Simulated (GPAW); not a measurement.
Crystal: Sr.

```
CELL_PARAMETERS angstrom
0.00000 3.04235 3.04235
3.04235 0.00000 3.04235
3.04235 3.04235 0.00000
ATOMIC_POSITIONS crystal
Sr 0.00000 0.00000 0.00000
```

- Program: GPAW 26.7.0
- Task: relaxation of cell and atoms
- Functional: PBEsol
- Potentials or basis: PAW data sets generated in the run's folder for this functional
- Cutoff: 600 eV
- Basis: pw
- k mesh: 8 × 8 × 8
- Occupations: fermi-dirac, width 0.05 eV
- Spin: no spin polarisation

At the start: pressure -0.9 GPa; volume 56.32 Å³/atom.

Question: Where does the relaxation end?

Answer: Over 3 steps the energy falls by 12.4 meV/atom and the volume is 51.89 Å³/atom (-7.9 %); space group Fm-3m (No. 225, to 0.05 Å).

The path:
| step | energy change (eV) | largest force (eV/Å) | pressure (GPa) | volume (Å³) |
| --- | --- | --- | --- | --- |
| 1 | 0.0000 | 0.0000 | -0.85 | 56.32 |
| 2 | -0.0036 | 0.0000 | -0.73 | 55.60 |
| 3 | -0.0124 | 0.0000 | 0.05 | 51.89 |

Final structure:
```
Sr
1.0
     0.00000    2.96033    2.96033
     2.96033    0.00000    2.96033
     2.96033    2.96033    0.00000
Sr
1
Cartesian
  0.0000 0.0000 0.0000
```

Caveat: later steps reuse the first step's grids.
